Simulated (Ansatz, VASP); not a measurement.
**Nb2H3: VASP beside Ansatz**

```
CELL_PARAMETERS angstrom
3.09452 0.00000 0.00000
-1.54726 2.67994 0.00000
0.00000 0.00000 5.30941
ATOMIC_POSITIONS crystal
Nb 0.33333 0.66667 0.23514
Nb 0.66667 0.33333 0.76486
H 0.00000 0.00000 0.00000
H 0.33333 0.66667 0.61001
H 0.66667 0.33333 0.38999
```

Alike in both runs: functional PBE; k mesh 6 × 6 × 4; occupations gaussian, width 0.1 eV; no spin polarisation.

Ansatz relaxed the structure, and its values are those at the end. VASP's run is a single point on that final structure, the one shown.

|  | VASP | Ansatz |
| --- | --- | --- |
| version | VASP 6.6.1 | Ansatz 0.2.0 |
| potentials or method | VASP PAW PBE potentials, release 64 (Nb_sv, H) | scalar-relativistic, plane waves, PAW |
| plane-wave cutoff (eV) | 520 | 420 |
| valence electrons in the cell | 29 | 29 |

Ansatz gave:

| Item | Value |
| --- | --- |
| gap on the k mesh at the Fermi level (eV) | none |
| pressure (GPa) | 0.0 |
| rms of the force components (eV/Å) | 0.004 |

Estimate VASP's values.

gap on the k mesh at the Fermi level (eV): none; pressure (GPa): -0.4; rms of the force components (eV/Å): 0.005.

A gap of «none» marks a metal or a gap that the smearing closes. With one functional, cell and mesh, what is left measures potentials, basis and numerics.

Caveats: the k mesh is coarse (spacing up to 0.39 Å⁻¹), so the values aren't converged.
